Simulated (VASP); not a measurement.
# KI (Fm-3m) in VASP: a series of runs, part 2 of 2

VASP 6.6.1. Earlier steps stand in the parts before.

### Step 3. Optical spectrum, PBE+MBD

This run uses another cell than the first one: it holds 8 atoms, not 2.

INCAR

```
SYSTEM = KI
  PREC = Accurate
  ENCUT = 520
  EDIFF = 1E-6
  ISMEAR = 0
  SIGMA = 0.05
  LREAL = .FALSE.
  LASPH = .TRUE.
  NELM = 80
  ALGO = Normal
  ISIF = 2
  LWAVE = .FALSE.
  LCHARG = .FALSE.
  GGA = PE
  IVDW = 202
  LOPTICS = .TRUE.
  NBANDS = 64
  NEDOS = 1000
  CSHIFT = 0.1
```

KI.cif

```cif
data_KI
_cell_length_a 7.06555000
_cell_length_b 7.06555000
_cell_length_c 7.06555000
_cell_angle_alpha 90.00000000
_cell_angle_beta 90.00000000
_cell_angle_gamma 90.00000000
_space_group_name_H-M_alt 'Fm-3m'
_space_group_name_Hall '-F 4 2 3'
_space_group_IT_number 225
loop_
_space_group_symop_operation_xyz
'x,y,z'
'-x,-y,-z'
'-y,x,z'
'y,-x,-z'
'-x,-y,z'
'x,y,-z'
'y,-x,z'
'-y,x,-z'
'x,-y,-z'
'-x,y,z'
'-y,-x,-z'
'y,x,z'
'-x,y,-z'
'x,-y,z'
'y,x,-z'
'-y,-x,z'
'z,x,y'
'-z,-x,-y'
'z,-y,x'
'-z,y,-x'
'z,-x,-y'
'-z,x,y'
'z,y,-x'
'-z,-y,x'
'-z,x,-y'
'z,-x,y'
'-z,-y,-x'
'z,y,x'
'-z,-x,y'
'z,x,-y'
'-z,y,x'
'z,-y,-x'
'y,z,x'
'-y,-z,-x'
'x,z,-y'
'-x,-z,y'
'-y,z,-x'
'y,-z,x'
'-x,z,y'
'x,-z,-y'
'-y,-z,x'
'y,z,-x'
'-x,-z,-y'
'x,z,y'
'y,-z,-x'
'-y,z,x'
'x,-z,y'
'-x,z,-y'
'x,y+1/2,z+1/2'
'-x,-y+1/2,-z+1/2'
'-y,x+1/2,z+1/2'
'y,-x+1/2,-z+1/2'
[... 63 lines left out ...]
'-z+1/2,y,-x+1/2'
'z+1/2,-x,-y+1/2'
'-z+1/2,x,y+1/2'
'z+1/2,y,-x+1/2'
'-z+1/2,-y,x+1/2'
'-z+1/2,x,-y+1/2'
'z+1/2,-x,y+1/2'
'-z+1/2,-y,-x+1/2'
'z+1/2,y,x+1/2'
'-z+1/2,-x,y+1/2'
'z+1/2,x,-y+1/2'
'-z+1/2,y,x+1/2'
'z+1/2,-y,-x+1/2'
'y+1/2,z,x+1/2'
'-y+1/2,-z,-x+1/2'
'x+1/2,z,-y+1/2'
'-x+1/2,-z,y+1/2'
'-y+1/2,z,-x+1/2'
'y+1/2,-z,x+1/2'
'-x+1/2,z,y+1/2'
'x+1/2,-z,-y+1/2'
'-y+1/2,-z,x+1/2'
'y+1/2,z,-x+1/2'
'-x+1/2,-z,-y+1/2'
'x+1/2,z,y+1/2'
'y+1/2,-z,-x+1/2'
'-y+1/2,z,x+1/2'
'x+1/2,-z,y+1/2'
'-x+1/2,z,-y+1/2'
'x+1/2,y+1/2,z'
'-x+1/2,-y+1/2,-z'
'-y+1/2,x+1/2,z'
'y+1/2,-x+1/2,-z'
'-x+1/2,-y+1/2,z'
'x+1/2,y+1/2,-z'
'y+1/2,-x+1/2,z'
'-y+1/2,x+1/2,-z'
'x+1/2,-y+1/2,-z'
'-x+1/2,y+1/2,z'
'-y+1/2,-x+1/2,-z'
'y+1/2,x+1/2,z'
'-x+1/2,y+1/2,-z'
'x+1/2,-y+1/2,z'
'y+1/2,x+1/2,-z'
'-y+1/2,-x+1/2,z'
'z+1/2,x+1/2,y'
'-z+1/2,-x+1/2,-y'
'z+1/2,-y+1/2,x'
'-z+1/2,y+1/2,-x'
'z+1/2,-x+1/2,-y'
'-z+1/2,x+1/2,y'
'z+1/2,y+1/2,-x'
'-z+1/2,-y+1/2,x'
'-z+1/2,x+1/2,-y'
'z+1/2,-x+1/2,y'
'-z+1/2,-y+1/2,-x'
'z+1/2,y+1/2,x'
'-z+1/2,-x+1/2,y'
'z+1/2,x+1/2,-y'
'-z+1/2,y+1/2,x'
'z+1/2,-y+1/2,-x'
'y+1/2,z+1/2,x'
'-y+1/2,-z+1/2,-x'
'x+1/2,z+1/2,-y'
'-x+1/2,-z+1/2,y'
'-y+1/2,z+1/2,-x'
'y+1/2,-z+1/2,x'
'-x+1/2,z+1/2,y'
'x+1/2,-z+1/2,-y'
'-y+1/2,-z+1/2,x'
'y+1/2,z+1/2,-x'
'-x+1/2,-z+1/2,-y'
'x+1/2,z+1/2,y'
'y+1/2,-z+1/2,-x'
'-y+1/2,z+1/2,x'
'x+1/2,-z+1/2,y'
'-x+1/2,z+1/2,-y'
loop_
_atom_site_label
_atom_site_type_symbol
_atom_site_symmetry_multiplicity
_atom_site_Wyckoff_symbol
_atom_site_fract_x
_atom_site_fract_y
_atom_site_fract_z
_atom_site_occupancy
I1 I 4 b 0.5000000000 0.0000000000 0.0000000000 1
K1 K 4 a 0.0000000000 0.0000000000 0.0000000000 1
```

KPOINTS

```
regular mesh
0
Monkhorst
  4 4 4
  0 0 0
```

POSCAR

```
I  K 
 1.0000000000000000
     7.0655500000000000    0.0000000000000000    0.0000000000000000
     0.0000000000000000    7.0655500000000000    0.0000000000000000
     0.0000000000000000    0.0000000000000000    7.0655500000000000
 I   K  
   4   4
Cartesian
  3.5327750000000000  0.0000000000000000  0.0000000000000000
  0.0000000000000000  3.5327750000000000  0.0000000000000000
  0.0000000000000000  0.0000000000000000  3.5327750000000000
  3.5327750000000000  3.5327750000000000  3.5327750000000000
  0.0000000000000000  0.0000000000000000  0.0000000000000000
  0.0000000000000000  3.5327750000000000  3.5327750000000000
  3.5327750000000000  0.0000000000000000  3.5327750000000000
  3.5327750000000000  3.5327750000000000  0.0000000000000000
```

Potentials or basis: VASP PAW PBE potentials, release 64 (I, K_sv).

On the command line:

```sh
$ ase convert -i cif -o vasp KI.cif POSCAR
$ cat potpaw_PBE.64/I/POTCAR potpaw_PBE.64/K_sv/POTCAR > POTCAR
$ mpirun -np 1 vasp_std > vasp.out
```

OUTCAR:

```text
SYSTEM = KI
   PREC = Accurate
   ENCUT = 520
   EDIFF = 1E-6
   ISMEAR = 0
   LREAL = .FALSE.
   LASPH = .TRUE.
   NELM = 80
   ISIF = 2
   GGA = PE
   IVDW = 202
  IVDW = 202

 ion  position               nearest neighbor table
   1  0.500  0.000  0.000-   5 3.53   7 3.53   8 3.53   7 3.53   8 3.53   5 3.53
   2  0.000  0.500  0.000-   5 3.53   6 3.53   8 3.53   6 3.53   5 3.53   8 3.53
   3  0.000  0.000  0.500-   5 3.53   6 3.53   7 3.53   5 3.53   6 3.53   7 3.53
   4  0.500  0.500  0.500-   6 3.53   7 3.53   8 3.53   8 3.53   7 3.53   6 3.53
   5  0.000  0.000  0.000-   1 3.53   2 3.53   3 3.53   3 3.53   2 3.53   1 3.53
   6  0.000  0.500  0.500-   2 3.53   3 3.53   4 3.53   2 3.53   3 3.53   4 3.53
   7  0.500  0.000  0.500-   1 3.53   3 3.53   4 3.53   1 3.53   4 3.53   3 3.53
   8  0.500  0.500  0.000-   1 3.53   2 3.53   4 3.53   4 3.53   1 3.53   2 3.53

  LATTYP: Found a simple cubic cell.
 ALAT       =     7.0655500000

  Lattice vectors:

 A1 = (   7.0655500000,   0.0000000000,   0.0000000000)
 A2 = (   0.0000000000,   7.0655500000,   0.0000000000)
 A3 = (   0.0000000000,   0.0000000000,   7.0655500000)

Analysis of symmetry for initial positions (statically):
=====================================================================
 Subroutine PRICEL returns following result:

  LATTYP: Found a face centered cubic cell.
 ALAT       =     7.0655500000

  Lattice vectors:

 A1 = (   3.5327750000,  -3.5327750000,   0.0000000000)
 A2 = (   3.5327750000,   0.0000000000,   3.5327750000)
 A3 = (   0.0000000000,  -3.5327750000,   3.5327750000)

   4 primitive cells build up your supercell.

 Routine SETGRP: Setting up the symmetry group for a
 simple cubic supercell.

 Subroutine GETGRP returns: Found 48 space group operations
 (whereof 48 operations were pure point group operations)
 out of a pool of 48 trial point group operations.

The static configuration has the point symmetry O_h .

Analysis of symmetry for dynamics (positions and initial velocities):
=====================================================================
 Subroutine PRICEL returns following result:

  LATTYP: Found a face centered cubic cell.
 ALAT       =     7.0655500000

  Lattice vectors:

 A1 = (   3.5327750000,  -3.5327750000,   0.0000000000)
 A2 = (   3.5327750000,   0.0000000000,   3.5327750000)
 A3 = (   0.0000000000,  -3.5327750000,   3.5327750000)

[... 336 lines left out ...]
  Hirshfeld charges:
            ion         q(e)
   ------------------------------
      1     I       -0.19079804
      2     I       -0.19079804
      3     I       -0.19079804
      4     I       -0.19079804
      5     K        0.19079804
      6     K        0.19079804
      7     K        0.19079804
      8     K        0.19079804

  Tkatchenko/Scheffler method for vdW energy calculation

  Edisp (eV):   -5.89089

  FORCE on cell =-STRESS in cart. coord.  units (eV):
  Direction    XX          YY          ZZ          XY          YZ          ZX
  --------------------------------------------------------------------------------------
  -------------------------------------------------------------------------------------
  Total     -16.16504   -16.16504   -16.16504    -0.00000    -0.00000     0.00000
  in kB     -73.42594   -73.42594   -73.42594    -0.00000    -0.00000     0.00000
  external pressure =      -73.43 kB  Pullay stress =        0.00 kB

 VOLUME and BASIS-vectors are now :
 -----------------------------------------------------------------------------
  energy-cutoff  :      520.00
  volume of cell :      352.73
      direct lattice vectors                 reciprocal lattice vectors
     7.065550000  0.000000000  0.000000000     0.141531799  0.000000000  0.000000000
     0.000000000  7.065550000  0.000000000     0.000000000  0.141531799  0.000000000
     0.000000000  0.000000000  7.065550000     0.000000000  0.000000000  0.141531799

 POSITION                                       TOTAL-FORCE (eV/Angst)
 -----------------------------------------------------------------------------------
      3.53277      0.00000      0.00000        -0.000000      0.000000     -0.000000
      0.00000      3.53277      0.00000        -0.000000      0.000000     -0.000000
      0.00000      0.00000      3.53277        -0.000000      0.000000      0.000000
      3.53277      3.53277      3.53277        -0.000000      0.000000     -0.000000
      0.00000      0.00000      0.00000         0.000000     -0.000000      0.000000
      0.00000      3.53277      3.53277         0.000000     -0.000000      0.000000
      3.53277      0.00000      3.53277         0.000000     -0.000000      0.000000
      3.53277      3.53277      0.00000         0.000000     -0.000000      0.000000
 -----------------------------------------------------------------------------------
    total drift:                                0.000000     -0.000000      0.000000

  FREE ENERGIE OF THE ION-ELECTRON SYSTEM (eV)
  ---------------------------------------------------
  free  energy   TOTEN  =       -28.1165861564 eV

  energy  without entropy=      -28.1165861564  energy(sigma->0) =      -28.11658616

 electrical conductivity sigma (Mega S m-1) (frequency dependency in vasprun.xml)
  --------------------------------------------------------------------------------------
       0.000       0.000      -0.000
       0.000       0.000       0.000
       0.000       0.000       0.000

  frequency dependent IMAGINARY DIELECTRIC FUNCTION (independent particle, no local field effects) density-density
     E(ev)      X         Y         Z        XY        YZ        ZX
  --------------------------------------------------------------------------------------------------------------
     0.00000     0.00000     0.00000     0.00000     0.00000     0.00000     0.00000
     0.47213     0.00404     0.00404     0.00404    -0.00000    -0.00000     0.00000
     0.94427     0.00838     0.00838     0.00838    -0.00000    -0.00000     0.00000
     1.41640     0.01337     0.01337     0.01337    -0.00000    -0.00000     0.00000
     1.88853     0.01956     0.01956     0.01956    -0.00000    -0.00000     0.00000
     2.36067     0.02786     0.02786     0.02786    -0.00000    -0.00000     0.00000
[... 92 lines left out ...]
    46.26905     0.00038     0.00038     0.00038     0.00000     0.00000     0.00000
    46.74118     0.00036     0.00036     0.00036     0.00000     0.00000     0.00000

  frequency dependent      REAL DIELECTRIC FUNCTION (independent particle, no local field effects) density-density
     E(ev)        X           Y           Z          XY          YZ          ZX
  --------------------------------------------------------------------------------------------------------------
     0.00000     2.96619     2.96619     2.96619    -0.00000    -0.00000     0.00000
     0.47213     2.97566     2.97566     2.97566    -0.00000    -0.00000     0.00000
     0.94427     3.00475     3.00475     3.00475    -0.00000    -0.00000     0.00000
     1.41640     3.05568     3.05568     3.05568    -0.00000    -0.00000     0.00000
     1.88853     3.13270     3.13270     3.13270    -0.00000    -0.00000     0.00000
     2.36067     3.24335     3.24335     3.24335    -0.00000    -0.00000     0.00000
[... 92 lines left out ...]
    46.26905     0.92243     0.92243     0.92243     0.00000     0.00000    -0.00000
    46.74118     0.92418     0.92418     0.92418     0.00000     0.00000    -0.00000

  frequency dependent IMAGINARY DIELECTRIC FUNCTION (independent particle, no local field effects) current-current
     E(ev)      X         Y         Z        XY        YZ        ZX
  --------------------------------------------------------------------------------------------------------------
     0.00000     8.32924     8.32924     8.32924     0.00000     0.00000     0.00000
     0.47213     0.84090     0.84090     0.84090     0.00000     0.00000     0.00000
     0.94427     0.43297     0.43297     0.43297     0.00000     0.00000     0.00000
     1.41640     0.30363     0.30363     0.30363     0.00000     0.00000     0.00000
     1.88853     0.24541     0.24541     0.24541     0.00000     0.00000     0.00000
     2.36067     0.21791     0.21791     0.21791     0.00000     0.00000     0.00000
[... 92 lines left out ...]
    46.26905     0.00004     0.00004     0.00004    -0.00000     0.00000     0.00000
    46.74118     0.00004     0.00004     0.00004    -0.00000     0.00000     0.00000

  frequency dependent      REAL DIELECTRIC FUNCTION (independent particle, no local field effects) current-current
     E(ev)        X           Y           Z          XY          YZ          ZX
  --------------------------------------------------------------------------------------------------------------
     0.00000     2.96447     2.96447     2.96447     0.00000     0.00000     0.00000
     0.47213     2.97383     2.97383     2.97383     0.00000     0.00000     0.00000
     0.94427     3.00286     3.00286     3.00286     0.00000     0.00000     0.00000
     1.41640     3.05368     3.05368     3.05368     0.00000     0.00000     0.00000
     1.88853     3.13053     3.13053     3.13053     0.00000     0.00000     0.00000
     2.36067     3.24091     3.24091     3.24091     0.00000     0.00000     0.00000
[... 92 lines left out ...]
    46.26905     0.92243     0.92243     0.92243    -0.00000    -0.00000     0.00000
    46.74118     0.92418     0.92418     0.92418    -0.00000    -0.00000     0.00000
```

Run time: 2.3 min. Hardware: 1 thread of Intel Xeon Platinum 8488C (Sapphire Rapids), shared host; peak memory 0.48 GiB.

What came out:

```yaml
Free_energy: -28.1166 eV
Pressure: -7.3 GPa
Hirshfeld_charges: I -0.19; K +0.19 e
Dispersion_energy_per_atom: -0.736 eV
```

Levels at points of the mesh, in eV from the valence-band top:
| k point | band 30 | band 31 | band 32 | band 33 | band 34 | band 35 |
| --- | --- | --- | --- | --- | --- | --- |
| (0.12, 0.12, 0.12) | -0.20 | 0.00 | 0.00 | 4.40 | 5.23 | 5.23 |

Dielectric function (mean over the directions given):
```csv
energy (eV),real part,imaginary part
0.28,2.97,0.00
0.94,3.00,0.01
1.61,3.08,0.02
2.27,3.22,0.03
2.93,3.44,0.04
3.59,3.83,0.08
4.34,4.89,1.13
5.00,6.01,0.95
5.67,6.23,5.32
6.33,2.05,7.66
6.99,1.74,3.31
7.65,0.17,7.34
8.40,-0.25,2.64
9.06,-1.67,2.69
9.73,-1.32,0.87
10.39,-0.44,0.58
11.05,-0.56,0.72
11.71,-0.26,0.16
12.46,0.16,0.04
13.13,0.37,0.03
13.79,0.52,0.02
14.45,0.65,0.02
15.11,0.77,0.02
15.77,0.90,0.03
16.52,1.03,0.05
17.19,1.19,0.28
17.85,1.40,0.58
18.51,1.31,0.52
19.17,1.48,0.77
19.92,1.22,0.62
```

Caveat: spectra need much finer meshes, so this one isn't converged; independent-particle spectra lack excitons.
